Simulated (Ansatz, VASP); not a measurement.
**One calculation of BN, two programs**

```
CELL_PARAMETERS angstrom
0.00000 1.81204 1.81204
1.81204 0.00000 1.81204
1.81204 1.81204 0.00000
ATOMIC_POSITIONS crystal
B 0.00000 0.00000 0.00000
N 0.25000 0.25000 0.25000
```

Alike in both runs: functional PBE; k mesh 12 × 12 × 12; occupations gaussian, width 0.02 eV; no spin polarisation.

Ansatz relaxed the structure, and its values are those at the end. VASP's run is a single point on that final structure, the one shown.

|  | VASP | Ansatz |
| --- | --- | --- |
| version | VASP 6.6.1 | Ansatz 0.2.0 |
| potentials or method | VASP PAW PBE potentials, release 64 (B, N) | scalar-relativistic, plane waves, PAW |
| plane-wave cutoff (eV) | 520 | 420 |
| valence electrons in the cell | 8 | 8 |

```tsv
	VASP	Ansatz	Ansatz less VASP
gap on the k mesh at the Fermi level (eV)	4.45	4.46	+0.007
least direct gap on the mesh (eV)	8.78	8.79	+0.005
pressure (GPa)	0.4	0.0	-0.44
```

A k mesh can miss the band edges. Expect the measured gap to be larger: semilocal functionals such as PBE lack the derivative discontinuity.
